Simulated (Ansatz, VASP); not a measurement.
## C in VASP and in Ansatz

```
CELL_PARAMETERS angstrom
4.02781 0.00000 0.00000
0.00000 4.02781 0.00000
0.00000 0.00000 4.02781
ATOMIC_POSITIONS crystal
C 0.00000 0.00000 0.00000
C 0.50000 0.50000 0.50000
C 0.25000 0.00000 0.50000
C 0.75000 0.00000 0.50000
C 0.50000 0.25000 0.00000
C 0.50000 0.75000 0.00000
C 0.00000 0.50000 0.25000
C 0.00000 0.50000 0.75000
```

Alike in both runs: functional BLYP; k mesh 7 × 7 × 7; occupations fermi-dirac, width 0.1 eV; no spin polarisation.

Ansatz relaxed the structure, and its values are those at the end. VASP's run is a single point on that final structure, the one shown.

```csv
,VASP,Ansatz
version,VASP 6.6.1,Ansatz 0.2.0
potentials or method,"VASP PAW PBE potentials, release 64 (C)","plane waves (420 eV) with PAW, scalar-relativistic"
plane-wave cutoff (eV),520,420
valence electrons in the cell,32,32
```

|  | VASP | Ansatz | Ansatz less VASP |
| --- | --- | --- | --- |
| pressure (GPa) | 0.0 | 0.0 | +0.03 |

The functional is the same, so the differences come from potentials, cutoffs and numerics.

Caveats: the PAW data sets were made with another functional, which shifts forces and pressure a little (VASP).
